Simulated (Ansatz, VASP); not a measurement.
**H3Cl in VASP and in Ansatz**

```
CELL_PARAMETERS angstrom
6.24025 0.00000 0.00000
0.00000 6.24025 0.00000
0.00000 0.00000 6.24025
ATOMIC_POSITIONS crystal
H 0.77810 0.80432 0.59971
H 0.77943 0.75776 0.71293
H 0.16187 0.35037 0.65759
H 0.28373 0.36067 0.65790
H 0.34374 0.98493 0.61947
H 0.26396 0.89770 0.64742
H 0.98680 0.76450 0.16744
H 0.74933 0.44551 0.49131
H 0.29764 0.97115 0.94117
Cl 0.79254 0.68169 0.16341
Cl 0.73447 0.29862 0.63990
Cl 0.28485 0.97135 0.15164
```

Alike in both runs: functional PBE; dispersion D3(BJ); k mesh 1 × 1 × 1; occupations fermi-dirac, width 0.02 eV; no spin polarisation.

Ansatz relaxed the structure, and its values are those at the end. VASP's run is a single point on that final structure, the one shown.

|  | VASP | Ansatz |
| --- | --- | --- |
| version | VASP 6.6.1 | Ansatz 0.2.0 |
| potentials or method | VASP PAW PBE potentials, release 64 (H, Cl) | scalar-relativistic, plane waves, PAW |
| plane-wave cutoff (eV) | 520 | 420 |
| valence electrons in the cell | 30 | 30 |

VASP gave:

- rms of the force components (eV/Å): 0.108
- dispersion energy (meV/atom): -35.8

Q: Estimate Ansatz's values.

A: rms of the force components (eV/Å): 0.066; dispersion energy (meV/atom): -35.8.

The functional is the same, so the differences come from potentials, cutoffs and numerics.
